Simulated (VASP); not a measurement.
Hf, 1 atom in the cell. The cell holds a sheet with vacuum, 1 atom: a = 2.779 Å, b = 2.779 Å, c = 23.800 Å, α = 90.00°, β = 90.00°, γ = 90.00°. The cell was built by a generator and needn't be a form met in nature.

```yaml
Program: VASP 6.6.1
Task: work function
Functional: PBE
Potentials_or_basis: VASP PAW PBE potentials, release 64 (Hf_pv)
Cutoff: 520 eV
k_mesh: 10 × 10 × 1
Occupations: fermi-dirac, width 0.05 eV
Spin: no spin polarisation
Dipole_correction: yes
Further_INCAR_settings: ALGO = Normal; EDIFF = 1e-06; EFIELD = 0.1
```

Potentials or basis: VASP PAW PBE potentials, release 64 (Hf_pv).

Command:

```console
$ cat potpaw_PBE.64/Hf_pv/POTCAR > POTCAR
$ mpirun -np 1 vasp_std > vasp.out
```

Hardware: 1 thread of AMD EPYC 9R45 96-Core Processor (Zen 5), on a shared host.

Question: How long does it take, and how much memory?

Answer: Run time: 37 s on 1 thread of AMD EPYC 9R45 96-Core Processor (Zen 5), with other jobs on the host, peak memory 0.28 GiB. Counts: scf iterations 21, k points 21.
